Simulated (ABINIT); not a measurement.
Crystal: Cu.

```
Cu
1.0
     0.00000    1.80750    1.80750
     1.80750    0.00000    1.80750
     1.80750    1.80750    0.00000
Cu
1
Direct
  0.00000 0.00000 0.00000
```

Base run:

```yaml
Program: ABINIT 10.8.3 (patched build)
Functional: r2SCAN
Potentials_or_basis: JTH PAW PBE v2.0
Cutoff: 844 eV
k_mesh: 13 × 13 × 13
Occupations: fermi-dirac, width 0.05 eV
Spin: no spin polarisation
```

Its results: band gap on the k mesh none (metal or under the smearing width); pressure -4.8 GPa.

Problem. After a change of settings the same cell gave: band gap on the k mesh none (metal or under the smearing width); pressure -6.3 GPa. Which change was it?
A. potentials or basis from JTH PAW PBE v2.0 to Ansatz PAW PBE default generated set, frozen core; cutoff from 844 eV to 490 eV; fine-grid cutoff from 1442.2 eV to 979.61 eV
B. potentials or basis from JTH PAW PBE v2.0 to SG15 NC PBE v1.2; cutoff from 844 eV to 1306 eV
C. potentials or basis from JTH PAW PBE v2.0 to Ansatz NC r2SCAN; cutoff from 844 eV to 1742 eV
D. potentials or basis from JTH PAW PBE v2.0 to PseudoDojo NC SR PBE v0.4.1 standard; cutoff from 844 eV to 1497 eV

Solution. D.

Caveats: the PAW data sets were made with another functional, which shifts forces and pressure a little (some runs); a meta-GGA on potentials with a model core is unreliable (some runs); the potentials were made for another functional, which shifts forces and pressure (some runs).
